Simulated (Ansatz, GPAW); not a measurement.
Given: the input of a run of GPAW 26.7.0 (ASE script) on TiAl. Atoms were shifted at random by some hundredths of an Å from the given cell, which wasn't relaxed again for these runs. 

run.py

```python
from ase import Atoms
from ase.dft.bandgap import bandgap
from ase.io import write
from ase.units import GPa
from gpaw import GPAW, PW, setup_paths

setup_paths.insert(0, '.')

atoms = Atoms(['Ti', 'Al'],
              cell=[[2.8373, 0.0, 0.0],
                    [0.0, 2.8373, 0.0],
                    [0.0, 0.0, 4.0591]],
              scaled_positions=[[0.002346, 0.014705, -0.005412],
                                [0.510234, 0.511136, 0.505428]],
              pbc=True)

calc = GPAW(mode=PW(600),
            xc='PBEsol',
            kpts={'size': (9, 9, 7), 'gamma': True},
            occupations={'name': 'fermi-dirac', 'width': 0.05},
            nbands=17,
            convergence={'density': 1e-05, 'energy': 1e-05},
            maxiter=150,
            txt='gpaw.txt')
atoms.calc = calc
energy = atoms.get_potential_energy()
forces = atoms.get_forces()
stress = atoms.get_stress()
calc.write('gs.gpw')
write('result.traj', atoms)
print(f'Energy: {energy:.6f} eV')
print('Forces (eV/A):')
print(forces.round(4))
print('Stress (GPa):', (stress / GPa).round(3))
print('Fermi level:', round(calc.get_fermi_level(), 4), 'eV')
print(f'Gap: {bandgap(calc)[0]:.4f} eV, direct: {bandgap(calc, direct=True)[0]:.4f} eV')
```

Potentials or basis: PAW data sets generated in the run's folder for this functional, pw.

Command:

```console
$ gpaw-setup -f PBEsol Al Ti
$ OMP_NUM_THREADS=1 python run.py
```

Task: Set up the same calculation for Ansatz 0.2.0. Potentials or basis there: all-electron LAPW, scalar-relativistic.

Result: As run (cutoffs and basis follow the program's own potentials, and thresholds, step limits or extra output files can differ):

File input.yaml:

```yaml
crystal:
  lattice:
    - [2.8373, 0.0, 0.0]
    - [0.0, 2.8373, 0.0]
    - [0.0, 0.0, 4.0591]
  atoms:
    - { symbol: Ti, position: [0.002346, 0.014705, -0.005412] }
    - { symbol: Al, position: [0.510234, 0.511136, 0.505428] }
kpoints:
  mp_grid: { grid: [9, 9, 7] }
scf:
  occupations: { method: fermi_dirac, width: 0.05 }
hamiltonian:
  xc: pbesol
  pseudopotentials: { kind: all_electron, lapw: { basis_error: 0.001 } }
output:
  forces: true
  stress: true
  eigenvalues: true
  populations: true
```

Potentials or basis: all-electron LAPW, scalar-relativistic.

Command:

```console
$ ansatz run input.yaml --threads 1 --pin off --max-ram 3072MiB --backend cpu --events-out ev --progress --plain --runs-dir out
```

Both were run:

|  | GPAW | Ansatz |
| --- | --- | --- |
| Pressure | -3.9 GPa | -3.8 GPa |
| Largest force | 0.259 eV/Å | 0.255 eV/Å |

Where Ansatz's input types no cutoff or centring, it takes its own default and a Γ-centred mesh.

Pressure is positive in compression.
